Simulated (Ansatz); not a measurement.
## Au under changes of volume

One of the cells (16.855 Å³/atom); the others are scaled copies at fixed shape and fractional positions:

```
Au
1.0
     0.00000    2.03500    2.03500
     2.03500    0.00000    2.03500
     2.03500    2.03500    0.00000
Au
1
Direct
  0.00000 0.00000 0.00000
```

```yaml
Program: Ansatz 0.2.0
Functional: PBEsol
Potentials_or_basis: all-electron LAPW, scalar-relativistic
Cutoff: 268 eV (chosen from the basis error)
Basis_error_allowed: 0.0005 eV/atom
k_mesh: 11 × 11 × 11
Occupations: fermi-dirac, width 0.05 eV
Spin: no spin polarisation
```

```csv
volume (Å³/atom),energy over the lowest point (meV/atom),pressure (GPa)
15.843,51.02,15.2
16.181,24.29,10.1
16.518,7.69,5.6
16.855,0.00,1.7
17.192,0.12,-1.8
17.529,?,?
17.866,20.02,-7.5
```

What does the run at 17.529 Å³/atom give?

Energy over the lowest point 7.08 meV/atom; pressure -4.8 GPa.

Worked out: A Birch-Murnaghan fit of order 3 (a polynomial in V^(-2/3)) to the other rows has its minimum at 17.02 Å³/atom with B0 = V·E''(V) = 176 GPa and B' = 5.5. It gives 7.06 meV/atom at 17.529 Å³/atom, against the run's 7.08, and -dE/dV = -4.8 GPa, against -4.8.

Energies are extrapolated to zero smearing.
